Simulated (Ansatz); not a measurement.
Set up this calculation in Ansatz 0.2.0, as the native input.

* Task: single point
* Functional: PBE
* Potentials or basis: Ansatz PAW
* Cutoff: 420 eV (not typed: the program's choice for these potentials)
* k mesh: 8 × 8 × 8
* Occupations: fermi-dirac, width 0.05 eV
* Spin: collinear spin, ferromagnetic start
* Starting moments: [1.0, 1.0, 1.0, 3.0] μB

The system is FeNi3 (Awaruite).

```
CELL_PARAMETERS angstrom
3.54500 0.00000 0.00000
0.00000 3.54500 0.00000
0.00000 0.00000 3.54500
ATOMIC_POSITIONS crystal
Ni 0.50788 0.50654 0.00966
Ni 0.49456 0.00276 0.49962
Ni 0.99159 0.50747 0.47568
Fe 0.99425 0.99125 0.00042
```

The cell isn't the ideal one: atoms moved at random, drawn with an rms of 0.05 Å.

These files were run (other wordings do the same):

input.yaml

```yaml
crystal:
  lattice:
    - [3.545, 0.0, 0.0]
    - [0.0, 3.545, 0.0]
    - [0.0, 0.0, 3.545]
  atoms:
    - { symbol: Ni, position: [0.507879, 0.506543, 0.009655], spin: 1.0 }
    - { symbol: Ni, position: [0.494565, 0.002764, 0.499617], spin: 1.0 }
    - { symbol: Ni, position: [-0.008406, 0.507471, 0.47568], spin: 1.0 }
    - { symbol: Fe, position: [-0.005746, -0.008754, 0.000422], spin: 3.0 }
hamiltonian:
  xc: pbe
  pseudopotentials: { kind: paw }
magnetization:
  spin_polarized: true
kpoints:
  mp_grid: { grid: [8, 8, 8] }
scf:
  occupations: { method: fermi_dirac, width: 0.05 }
output:
  forces: true
  stress: true
  eigenvalues: true
```

Potentials or basis: Ansatz PAW.

Launch:

```console
$ ansatz run input.yaml --threads 2 --pin off --max-ram 5120MiB --backend cpu --events-out ev --progress --plain --runs-dir out
```

Results of the run:

```yaml
Pressure: 1.0 GPa
Largest_force: 0.983 eV/Å
Band_gap_on_the_k_mesh: none (metal or under the smearing width)
Net_moment: 4.88 μB per cell
Absolute_moment: 5.37 μB per cell
Site_moments: Ni +0.71; Fe +2.89 μB
```

It took 110 s on 2 threads of Arm Neoverse V1, with other jobs on the host, peak memory 1 GiB.
